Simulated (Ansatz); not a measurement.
GaN: what the electron mass says about interband coupling

Method: DFT PBE, scalar-relativistic, plane waves, PAW in Ansatz 0.2.0.

Plane waves to 420 eV, a k mesh through Γ of 10×10×10 on the computed 2-atom cell and Gaussian smearing (0.02 eV); no spin polarisation.

Relaxed cell: F-43m, a = 4.548 Å, b = 4.548 Å, c = 4.548 Å, α = 90.00°, β = 90.00°, γ = 90.00°, 2 atoms in the primitive cell. This zinc-blende form isn't the usual stable structure of the compound.

The direct gap at Γ is 1.541 eV, and at Γ the conduction band has a mass of 0.1419 mₑ and the lightest hole 0.1457 mₑ, both along x.

Task: Use two-band k·p theory to get the Kane energy. As an exercise, what mass follows if the true gap is 1.5 times the computed one (semilocal functionals can miss by more, threefold or worse in zinc and cadmium oxides)?

Result: Coupling to the valence top alone gives mₑ/m* = 1 + E_P/E_g, so E_P = E_g (mₑ/m* − 1) = 1.541 × (7.05 − 1) = 9.3 eV. The light hole is the mirror band, mₑ/mₗₕ = E_P/E_g − 1, and gives 12.1 eV; the spread shows what other bands add. Fits to experiment give about 15 to 31 eV for common tetrahedral semiconductors; the figure from the electron is a net one, lowered by higher conduction bands, and semilocal functionals tend to give less. With E_P fixed and E_g = 2.31 eV the mass becomes 0.199 mₑ: in this model the mass grows with the gap, in proportion where E_P ≫ E_g, which is why functionals that close gaps give light electrons. A correction that opens the gap also strengthens the coupling, so the true mass usually rises less. Remote bands and spin-orbit splitting are left out of the model.